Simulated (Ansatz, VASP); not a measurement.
**Two plane-wave programs on GaP**

```
CELL_PARAMETERS angstrom
1.94302 1.12180 6.43081
-1.94302 1.12180 6.43081
0.00000 -2.24360 6.43081
ATOMIC_POSITIONS crystal
Ga 0.43537 0.43537 0.43537
Ga 0.56463 0.56463 0.56463
P 0.05739 0.05739 0.05739
P 0.94261 0.94261 0.94261
```

Alike in both runs: task single point; functional PBE; k mesh 6 × 6 × 6; occupations gaussian, width 0.02 eV; no spin polarisation.

|  | VASP | Ansatz |
| --- | --- | --- |
| version | VASP 6.6.1 | Ansatz 0.2.0 |
| potentials or method | VASP PAW PBE potentials, release 64 (Ga_d, P) | scalar-relativistic, plane waves, PAW |
| plane-wave cutoff (eV) | 520 | 420 |
| valence electrons in the cell | 36 | 36 |

```tsv
	VASP	Ansatz	Ansatz less VASP
gap on the k mesh at the Fermi level (eV)	0.84	0.83	-0.008
least direct gap on the mesh (eV)	1.13	1.14	+0.006
pressure (GPa)	0.0	0.0	+0.02
largest component of the traceless stress (GPa)	0.01	0.08	+0.067
rms of the force components (eV/Å)	0.021	0.031	+0.0092
```

Atom by atom the forces differ by 0.016 eV/Å (rms over components). With one functional, cell and mesh, what is left measures potentials, basis and numerics.

A k mesh can miss the band edges. PBE gaps usually lie below the measured ones, often by a third to a half.
